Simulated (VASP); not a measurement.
CrCuO2:

```
Cu Cr O
1.0
     1.48670    0.85835    5.70000
    -1.48670    0.85835    5.70000
     0.00000   -1.71669    5.70000
Cu Cr O
1 1 2
Cartesian
  0.0000 0.0000 0.0000
  0.0000 0.0000 8.5500
  0.0000 0.0000 15.2546
  0.0000 0.0000 1.8454
```

Base run:

```yaml
Program: VASP 6.6.1
Functional: LDA
Potentials_or_basis: VASP PAW LDA potentials, release 64 (Cu, Cr_pv, O)
Cutoff: 520 eV
k_mesh: 10 × 10 × 10
Occupations: gaussian, width 0.02 eV
Spin: collinear spin, ferromagnetic start
Starting_moments: "[0.6, 3.0, 0.0, 0.0] μB"
```

Its results: band gap on the k mesh 0.67 eV, indirect (least direct gap 0.90 eV); pressure -9.4 GPa; net moment 3.00 μB per cell; site moments Cu +0.04; Cr +2.79; O +0.00 μB; largest force 0.105 eV/Å.

**Question.** The run is repeated on the same cell with these changes: functional from LDA to PBEsol; potentials or basis from VASP PAW LDA potentials, release 64 (Cu, Cr_pv, O) to VASP PAW PBE potentials, release 64 (Cu, Cr_pv, O). What comes out?

**Answer.** Band gap on the k mesh 0.97 eV, indirect (least direct gap 1.11 eV); pressure -3.0 GPa; net moment 3.00 μB per cell; site moments Cu +0.03; Cr +2.82; O -0.01 μB; largest force 0.086 eV/Å.

Caveats: only a ferromagnetic start was run, and an antiferromagnetic order may lie lower in energy; the PAW data sets were made with another functional, which shifts forces and pressure a little (some runs).
